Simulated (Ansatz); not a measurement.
Runs of Ansatz 0.2.0 on InAs. It takes space group F-43m (No. 216, cubic). Conventional cell: a = 6.036 Å, b = 6.036 Å, c = 6.036 Å, α = 90.00°, β = 90.00°, γ = 90.00°. In (site symmetry -43m) has 4 As at 2.61 Å as nearest neighbours. Around As (site symmetry -43m) lie 4 In at 2.61 Å. 

```csv
task,level,cell,cutoff (eV),smearing,pressure (GPa),relaxed volume (Å³/atom)
band structure,revPBE,as given,283,fermi-dirac 0.05 eV,(a),-
density of states,RPBE+D3(BJ),as given,283,fermi-dirac 0.1 eV,-3.9,-
relaxation of cell and atoms,BLYP+D4,relaxed,-,fermi-dirac 0.05 eV,0.0,(b)
relaxation of cell and atoms,PBEsol+D4,relaxed,-,fermi-dirac 0.05 eV,0.0,27.68
relaxation of cell and atoms,RPBE+D4,relaxed,-,fermi-dirac 0.05 eV,0.0,28.44
```

Alike in all rows: potentials or basis all-electron LAPW, scalar-relativistic; no spin polarisation; k mesh 8 × 8 × 8; basis error allowed 0.001 eV/atom.

Question: Estimate the missing entries.

Answer: (a) 5.6; (b) 29.07.

Caveats: this crystal is a semiconductor, whose small gap the functional closes, so the metal is an error of the method (some runs); spin-orbit coupling is left out, which moves the levels of the heavy elements (some runs); pairwise dispersion overbinds metals, which lowers pressure and volume (some runs).

Runs at the PBE level aren't shown here.
